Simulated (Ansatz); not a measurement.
**CdS (Greenockite): band structure with PBEsol**

**Measured values to compare with.**

From “Isotope dependence of band-gap energy”, 2008, arxiv:0807.2152, for a bulk crystal of CdS: band gap 2.5809 ± 0.0002 eV.

The system is CdS (Greenockite).

```
CELL_PARAMETERS angstrom
4.15000 0.00000 0.00000
-2.07500 3.59401 0.00000
0.00000 0.00000 6.73700
ATOMIC_POSITIONS crystal
Cd 0.66667 0.33333 0.50000
Cd 0.33333 0.66667 0.00000
S 0.66667 0.33333 0.87500
S 0.33333 0.66667 0.37500
```

```yaml
Program: Ansatz 0.2.0
Task: band structure
Functional: PBEsol
Potentials_or_basis: all-electron LAPW, non-relativistic
Cutoff: 227 eV (chosen from the basis error)
Basis_error_allowed: 0.002 eV/atom
k_mesh: 7 × 7 × 4
Occupations: fermi-dirac, width 0.05 eV
Spin: no spin polarisation
```

The pressure is 1.2 GPa. The largest force is 0.082 eV/Å. The band gap on the k mesh is 1.54 eV, direct. The band gap along the path is 1.54 eV, direct.

Forces on the atoms (eV/Å):
```
Cd   0.000  0.000 -0.082
Cd   0.000  0.000 -0.082
S    0.000  0.000  0.082
S    0.000  0.000  0.082
```

Stress tensor (GPa, compression positive):
```
0.98 0.00 0.00
0.00 0.98 0.00
0.00 0.00 1.51
```

Levels at the corners of the path, in eV from the valence-band top:
```
point  band 32  band 33  band 34  band 35  band 36  band 37
    Γ    -0.04     0.00     0.00     1.54     3.17     6.50
    M    -1.80    -1.29    -0.70     4.04     4.06     4.99
    K    -1.81    -1.81    -1.59     4.47     5.56     5.56
    Γ    -0.04     0.00     0.00     1.54     3.17     6.50
    A    -0.38    -0.38    -0.38     3.15     3.15     6.21
    L    -1.29    -1.27    -1.27     3.64     3.64     5.53
    H    -2.38    -1.06    -1.06     4.68     4.68     5.93
    A    -0.38    -0.38    -0.38     3.15     3.15     6.21
```

It took 41 s on 2 threads of Intel(R) Xeon(R) Processor @ 2.50GHz (Skylake/Cascade Lake), with other jobs on the host, peak memory 0.39 GiB.

Measured gap of CdS: 2.5809 eV (quoted in “Isotope dependence of band-gap energy”, 2008, arxiv:0807.2152). This calculation gives 1.54 eV (-1.04 eV). Spin-orbit coupling on Cd is left out. The value is that of PBEsol, without temperature or zero-point motion. Semilocal functionals fall short of measured gaps as a rule.

Caveat: relativity is left out, which matters for the heavier elements.
